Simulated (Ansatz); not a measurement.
## Sn started on an O site and O started on a Sn site, 7.27 Å apart on the ideal sites in rutile SnO2, 72 atoms, charge 0

All numbers come from Ansatz (PAW, plane waves, no spin–orbit coupling) at the single k point (¼, ¼, ¼) without its symmetry partners. The atoms were relaxed with PBEsol in a fixed cell; other functionals are single points on those atoms unless said otherwise. The valence top and gap of the host come from its small cell on a dense mesh, with the band extrema sought between the mesh points, lined up by the mean potential, PBEsol gap 0.92 eV, r²SCAN gap 1.68 eV.

Cell: a = 9.538 Å, b = 9.538 Å, c = 9.636 Å, α = 90.00°, β = 90.00°, γ = 90.00°.

Nearest atoms after relaxation, from the placed atom (for vacancies from the middle of the vacant sites): O at 2.03 Å, O at 2.04 Å, O at 2.16 Å, O at 2.78 Å, O at 2.78 Å, Sn at 2.92 Å, O at 2.96 Å, Sn at 3.04 Å.

Chemical potentials μ are those of reference phases of the elements at zero temperature by the same functional (the usual solids, diamond for C, grey Sn, and the molecules H2, N2, O2, F2, Cl2, Br2 and S8).

```tsv
functional	E(defect) − E(host) − Σ nμ + q·E_VBM (eV)	monopole (eV)	alignment (eV)	formation energy at E_F = VBM (eV)	moment (μB)	wall time, shared host
PBEsol	14.42	0.00	0.00	14.42	0 (no spin)	2.5 min on NVIDIA H100 (relaxation)
r²SCAN	16.50	0.00	0.00	16.50	0 (no spin)	22 s on NVIDIA H100
```

r²SCAN one-electron levels near the gap (the ten most localised at most), from the host's valence top:

| level (eV) | spin | filling | atoms sharing it | element of the atom with most weight |
| --- | --- | --- | --- | --- |
| -0.20 | both | 2.00 | 24.4 | spread |
| -0.06 | both | 2.00 | 17.3 | O |
| -0.01 | both | 2.00 | 5.6 | O |
| 0.11 | both | 2.00 | 5.5 | O |
| 0.15 | both | 2.00 | 3.9 | O |
| 0.23 | both | 2.00 | 5.9 | O |
| 0.51 | both | 2.00 | 2.7 | O |
| 0.70 | both | 2.00 | 2.2 | O |
| 1.88 | both | 2.00 | 2.1 | O |

The charge sits partly or wholly in a band of the host, at the cell's one k point and not at the band edge, so the formation energy is too high and the charge correction doesn't apply as it stands.

The runs had no spin polarisation though PBEsol leaves holes or close levels at the Fermi level; a state of higher spin may be lower.

All elements are taken at their own reference at once; growth conditions in equilibrium with the host shift these energies, by up to the host's formation enthalpy.

One k point and a cell of this size can leave errors of several tenths of an eV in such numbers.
